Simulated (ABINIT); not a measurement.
## A GW chain in ABINIT: SiC (P6_3mc)

How does a plane-wave GW calculation on SiC (P6_3mc) run from the first input to the gap?

Method: PBE and many-body steps on it, plane waves, in ABINIT 10.8.3.

**The experiments to reproduce.**

- Gap 3.33 eV: band gap at cryogenic temperature; bulk crystal (literature value) (quoted in “Silicon carbide diodes for neutron detection”, 2020, arxiv:2009.14696).

## Step 1: Starting point

Symmetry: P6_3mc, No. 186, hexagonal system. The conventional cell has a = 3.074 Å, b = 3.074 Å, c = 5.045 Å, α = 90.00°, β = 90.00°, γ = 120.00°. Nearest to Si lie 4 C at 1.88 to 1.90 Å. Nearest to C lie 4 Si at 1.88 to 1.90 Å. Farther neighbours are not listed.

The cell and positions are those that the Materials Project relaxed with its own functionals (PBE, PBE+U or r2SCAN), kept fixed.

## Step 2: Ground state

This step: ABINIT 10.8.3; DFT, PBE, plane waves, norm-conserving pseudopotentials.

The ground-state density comes first.

File run.abi:

```
acell 3*1.0 Angstrom
rprim 
  3.073513928196 0.000000000001 0.000000000000
  -1.536756964099 2.661741140703 0.000000000000
  0.000000000000 0.000000000000 5.045247710000
ntypat 2
znucl 14 6
natom 4
typat 1 1 2 2
xred 
  0.333333333333 0.666666666667 0.499602400000
  0.666666666667 0.333333333333 0.999602400000
  0.333333333333 0.666666666667 0.875397600000
  0.666666666667 0.333333333333 0.375397600000
pp_dirpath "pseudos"
pseudos "Si.upf, C.upf"
ecut 37
ngkpt 6 6 4
nshiftk 1
shiftk 0 0 0
kptopt 1
chksymbreak 0
nband 14
occopt 1
tolvrs 1e-10
nstep 60
prtwf 0
optforces 0
optstress 0
indata_prefix "in"
outdata_prefix "out"
tmpdata_prefix "tmp"
```

Started as:

```console
> OMP_NUM_THREADS=1 mpirun -n 8 abinit run.abi > log
```

Numbers of over 12 decimals in the logs are rounded to 6 here.

Output:

```text
.Version 10.8.3 of ABINIT. v10.8.2 released Aug 2026.

 Symmetries : space group P6_3 m c (#186); Bravais hP (primitive hexag.)
================================================================================
 Values of the parameters that define the memory need of the present run
     intxc =       0    ionmov =       0      iscf =       7    lmnmax =       6
     lnmax =       6     mgfft =      54  mpssoang =       3    mqgrid =    3001
     natom =       4  nloc_mem =       1    nspden =       1   nspinor =       1
    nsppol =       1      nsym =      12    n1xccc =    2501    ntypat =       2
    occopt =       1   xclevel =       2
-    mband =          14        mffmem =           1         mkmem =           3
       mpw =        3015          nfft =       55296          nkpt =          21
================================================================================
  Rough estimation (10% accuracy) of disk space for files :
================================================================================

--------------------------------------------------------------------------------
------------- Echo of variables that govern the present computation ------------
--------------------------------------------------------------------------------
 -outvars: echo values of preprocessed input variables --------
            acell      1.8897261259E+00  1.8897261259E+00  1.8897261259E+00 Bohr

      chksymbreak           0
             ecut      3.70000000E+01 Hartree
-          fftalg         312

              ixc     -101130
              kpt      0.00000000E+00  0.00000000E+00  0.00000000E+00
                       1.66666667E-01  0.00000000E+00  0.00000000E+00
                       3.33333333E-01  0.00000000E+00  0.00000000E+00
                       5.00000000E-01  0.00000000E+00  0.00000000E+00
                       1.66666667E-01  1.66666667E-01  0.00000000E+00
                       3.33333333E-01  1.66666667E-01  0.00000000E+00
                       3.33333333E-01  3.33333333E-01  0.00000000E+00
                       0.00000000E+00  0.00000000E+00  2.50000000E-01
                       1.66666667E-01  0.00000000E+00  2.50000000E-01
   [... 10 further rows ...]
                       3.33333333E-01  1.66666667E-01  5.00000000E-01
                       3.33333333E-01  3.33333333E-01  5.00000000E-01
         kptrlatt        6    0    0      0    6    0      0    0    4
          kptrlen      3.48485974E+01
P           mkmem           3
            natom           4
            nband          14
            ngfft          32      32      54
             nkpt          21
            nstep          60
             nsym          12
           ntypat           2
              occ      2.000000  2.000000  2.000000  2.000000  2.000000  2.000000
                       2.000000  2.000000  0.000000  0.000000  0.000000  0.000000
                       0.000000  0.000000
        optforces           0
        optstress           0
            prtwf           0
            rprim      3.0735139282E+00  1.0000000000E-12  0.0000000000E+00
[...]
spgroup         186

           tolvrs      1.00000000E-10

             xred      3.3333333333E-01  6.6666666667E-01  4.9960240000E-01
[...]
znucl       14.00000    6.00000

================================================================================

 chkinp: Checking input parameters for consistency.

================================================================================
== DATASET  1 ==================================================================
-   mpi_nproc: 8, omp_nthreads: 1 (-1 if OMP is not activated)

--- !DatasetInfo
iteration_state: {dtset: 1, }
dimensions: {natom: 4, nkpt: 21, mband: 14, nsppol: 1, nspinor: 1, nspden: 1, mpw: 3015, }
cutoff_energies: {ecut:  37.0, pawecutdg:  -1.0, }
electrons: {nelect:   1.60000000E+01, charge:   0.00000000E+00, occopt:   1.00000000E+00, tsmear:   1.00000000E-02, }

 Real(R)+Recip(G) space primitive vectors, cartesian coordinates (Bohr,Bohr^-1):
 R(1)=  5.8080996  0.0000000  0.0000000  G(1)=  0.1721734  0.0994043  0.0000000
 R(2)= -2.9040498  5.0299618  0.0000000  G(2)=  0.0000000  0.1988087  0.0000000
 R(3)=  0.0000000  0.0000000  9.5341364  G(3)=  0.0000000  0.0000000  0.1048863
 Unit cell volume ucvol=  2.7853521E+02 bohr^3
 Angles (23,13,12)=  9.00000000E+01  9.00000000E+01  1.20000000E+02 degrees

 getcut: wavevector=  0.0000  0.0000  0.0000  ngfft=  32  32  54
         ecut(hartree)=     37.000   => boxcut(ratio)=   2.01210

--- Pseudopotential description ------------------------------------------------
- Si Generated using ONCVPSP code by D. R. Hamann
- 14.00000   4.00000  171031                  znucl, zion, pspdat
12 -101130 2 -1 1510                          pspcod,pspxc,lmax,lloc,mmax
     nproj     2     2     2
  pspatm : epsatm=    9.34321561
         --- l  ekb(1:nproj) -->
[...]
pspatm: atomic psp has been read  and splines computed

- C Generated using ONCVPSP code by D. R. Hamann
-  6.00000   4.00000  171031                  znucl, zion, pspdat
12 -101130 1 -1 1248                          pspcod,pspxc,lmax,lloc,mmax
     nproj     2     2     0
  pspatm : epsatm=    4.31346680
         --- l  ekb(1:nproj) -->
[...]
pspatm: atomic psp has been read  and splines computed

   4.37013837E+02                                ecore*ucvol(ha*bohr**3)
--------------------------------------------------------------------------------

_setup2: Arith. and geom. avg. npw (full set) are    2994.063    2994.045

================================================================================

--- !BeginCycle
iteration_state: {dtset: 1, }
solver: {iscf: 7, nstep: 60, nline: 4, wfoptalg: 0, }
tolerances: {tolvrs: 1.00E-10, }

     iter   Etot(hartree)      deltaE(h)  residm     vres2
 ETOT  1  -20.336975920391    -2.034E+01 4.347E-02 5.934E+02
 ETOT  2  -20.462691230986    -1.257E-01 2.563E-02 2.485E+02
 ETOT  3  -20.538605009084    -7.591E-02 1.717E-02 1.887E-01
 ETOT  4  -20.538735445157    -1.304E-04 2.833E-03 8.735E-03
 ETOT  5  -20.538736809254    -1.364E-06 1.356E-03 3.124E-04
 ETOT  6  -20.538736838261    -2.901E-08 1.084E-03 3.211E-06
 ETOT  7  -20.538736838889    -6.274E-10 1.046E-03 8.042E-08
 ETOT  8  -20.538736838896    -7.631E-12 5.613E-04 2.603E-09
 ETOT  9  -20.538736838897    -4.761E-13 4.430E-04 4.651E-11

 At SCF step    9       vres2   =  4.65E-11 < tolvrs=  1.00E-10 =>converged.

--- !ResultsGS
iteration_state: {dtset: 1, }
comment   : Summary of ground state results
lattice_vectors:
- [  5.8080996,   0.0000000,   0.0000000, ]
- [ -2.9040498,   5.0299618,   0.0000000, ]
- [  0.0000000,   0.0000000,   9.5341364, ]
lattice_lengths: [   5.80810,    5.80810,    9.53414, ]
lattice_angles: [ 90.000,  90.000, 120.000, ] # degrees, (23, 13, 12)
lattice_volume:   2.7853521E+02
convergence: {deltae: -4.761E-13, res2:  4.651E-11, residm:  4.430E-04, diffor:  0.000E+00, }
etotal    :  -2.05387368E+01
entropy   :   0.00000000E+00
fermie    :   2.57677472E-01
cartesian_stress_tensor: null
pressure_GPa: null
xred      :
- [  3.3333E-01,   6.6667E-01,   4.9960E-01, Si]
- [  6.6667E-01,   3.3333E-01,   9.9960E-01, Si]
- [  3.3333E-01,   6.6667E-01,   8.7540E-01,  C]
- [  6.6667E-01,   3.3333E-01,   3.7540E-01,  C]
cartesian_forces: null
force_length_stats: {min: null, max: null, mean: null, }

 Integrated electronic density in atomic spheres:
 ------------------------------------------------
 Atom  Sphere_radius  Integrated_density
[...]
4        2.00000          4.24712568
================================================================================

 ----iterations are completed or convergence reached----

 Mean square residual over all n,k,spin=   19.529E-07; max=  44.295E-05
 reduced coordinates (array xred) for    4 atoms
       0.333333333333      0.666666666667      0.499602400000
       0.666666666667      0.333333333333      0.999602400000
       0.333333333333      0.666666666667      0.875397600000
       0.666666666667      0.333333333333      0.375397600000
 rms dE/dt=  0.0000E+00; max dE/dt=  0.0000E+00; dE/dt below (all hartree)
    1       0.000000000000      0.000000000000      0.000000000000
    2       0.000000000000      0.000000000000      0.000000000000
    3       0.000000000000      0.000000000000      0.000000000000
    4       0.000000000000      0.000000000000      0.000000000000

 cartesian coordinates (angstrom) at end:
    1     -6.7e-13     1.774494     2.520618
    2      1.536757     0.887247     5.043242
    3     -6.7e-13     1.774494     4.416598
    4      1.536757     0.887247     1.893974
 length scales=  1.889726125908  1.889726125908  1.889726125908 bohr
              =  1.000000000000  1.000000000000  1.000000000000 angstroms
 prteigrs : about to open file out_EIG
 Fermi (or HOMO) energy (hartree) =   0.25768   Average Vxc (hartree)=  -0.41505
 Eigenvalues (hartree) for nkpt=  21  k points:
 kpt#   1, nband= 14, wtk=  0.00694, kpt=  0.0000  0.0000  0.0000 (reduced coord)
  -0.31539   -0.18408   -0.06281    0.20921    0.20921    0.25351    0.25768    0.25768
   0.43483    0.48624    0.50324    0.50324    0.54293    0.58732
 prteigrs : prtvol=0 or 1, do not print more k-points.

--- !EnergyTerms
iteration_state     : {dtset: 1, }
comment             : Components of total free energy in Hartree
kinetic             :  1.18020030824377E+01
hartree             :  2.36725794098151E+00
xc                  : -7.56510193927157E+00
Ewald energy        : -2.09193919204293E+01
psp_core            :  1.56897162498227E+00
local_psp           : -8.30958140657659E+00
non_local_psp       :  5.17105778979293E-01
total_energy        : -2.05387368388967E+01
total_energy_eV     : -5.58887501127776E+02
band_energy         :  5.66994619632827E-01

== END DATASET(S) ==============================================================
================================================================================

 -outvars: echo values of variables after computation  --------
           etotal     -2.0538736839E+01
            nband          14
             nkpt          21
          spgroup         186
 [... the other variables as echoed above ...]

 Calculation completed.
```

Wall time 4.2 s (8 MPI ranks of Arm Neoverse V2, shared host); peak memory 0.54 GiB.

Numbers from this step:

```
total energy               : -558.8875 eV
gap                        : 2.275 eV
k of the valence top       : 0, 0, 0
k of the conduction bottom : 0.3333, 0.3333, 0
least direct gap           : 3.985 eV
```

The gap is indirect, with the least direct gap 1.71 eV higher.

(Continued in part 2 of 3.)

[Paths, hosts, dates, memory and timing lines, banners, echoed tables and standing remarks are left out of the program output.]

[Logs are printed without paths, hosts, clocks, repeated set-up lines and the standing remarks that a program may print on its own settings, such as how far it seeks lower states.]

[Runs of the session that timed out or met a known fault of the program may be left out.]

[Hosts, paths, dates, database ids (printed as entryN), source tags and the programs' standing remarks are cut or masked in the printed files.]

[G0W0 gaps are taken among the corrected bands and points alone; a level outside them can change the order at an edge.]

[Where Ansatz stands beside ABINIT at settings called matched, ABINIT's density can come from a denser mesh and the files from another edition; pairs whose starting gaps differed by over 0.03 eV were left out, so agreement reads better than it is.]
